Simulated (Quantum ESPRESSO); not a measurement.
The system is CsH.

```
Cs H
1.0
     0.00000    3.18800    3.18800
     3.18800    0.00000    3.18800
     3.18800    3.18800    0.00000
Cs H
1 1
Direct
  0.00000 0.00000 0.00000
  0.50000 0.50000 0.50000
```

| Property | Result |
| --- | --- |
| Program | Quantum ESPRESSO 7.5 |
| Task | phonons |
| Functional | LDA |
| Potentials or basis | GBRV 1.5 LDA |
| Cutoff | 612 eV |
| Density cutoff | 4898 eV |
| k mesh | 4 × 4 × 4, shifted |
| Occupations | fermi-dirac, width 0.05 eV |
| Spin | no spin polarisation |
| Form of the LDA correlation | PZ81 |
| Mixing beta | 0.5 |
| Most SCF iterations | 120 |
| SCF threshold | 4e-10 Ry |

The cell and the atoms were relaxed first, to 28.13 Å³/atom (a = 4.301 Å, b = 4.301 Å, c = 4.301 Å, α = 60.00°, β = 60.00°, γ = 60.00°), and the response was taken there.

The first run showed a gap, so the response started from a second, tighter run with fixed occupations.

**Question.** How polar is the lattice: what are the Born charges, the two dielectric constants and the LO-TO splitting?

**Answer.** Born charges ±1.14 e; dielectric constants 3.50 (electrons alone) and 8.93 (static); transverse and longitudinal modes at 457 and 729 cm⁻¹.
